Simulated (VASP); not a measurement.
MoSe2, 6 atoms in the cell. Symmetry: P6_3/mmc, No. 194, hexagonal system. The conventional cell has a = 3.318 Å, b = 3.318 Å, c = 14.493 Å, α = 90.00°, β = 90.00°, γ = 120.00°. Mo (site symmetry -6m2) is surrounded by 6 Se at 2.54 Å. Around Se (site symmetry 3m) lie 3 Mo at 2.54 Å. 

```yaml
Program: VASP 6.6.1
Task: relaxation of cell and atoms
Functional: PBE
Potentials_or_basis: VASP PAW PBE potentials, release 64 (Mo, Se)
Cutoff: 300 eV
k_mesh: 5 × 5 × 1
Occupations: gaussian, width 0.03 eV
Spin: no spin polarisation
Further_INCAR_settings: ALGO = Normal; EDIFF = 1e-07; IBRION = 2; EDIFFG = -0.005; NSW = 90; ISIF = 3
```

Potentials or basis: VASP PAW PBE potentials, release 64 (Mo, Se).

Command:

```bash
$ cat potpaw_PBE.64/Mo/POTCAR potpaw_PBE.64/Se/POTCAR > POTCAR
$ mpirun -np 2 vasp_std > vasp.out
```

Hardware: 2 MPI ranks on AMD EPYC 7R43 64-Core Processor (Zen 3), on a shared host.

Task: How long does it take, and how much memory?

Result: Run time: 82 s on 2 MPI ranks on AMD EPYC 7R43 64-Core Processor (Zen 3), on a shared host, peak memory 0.15 GiB a rank. Counts: scf iterations 84, k points 5, ion steps 11.
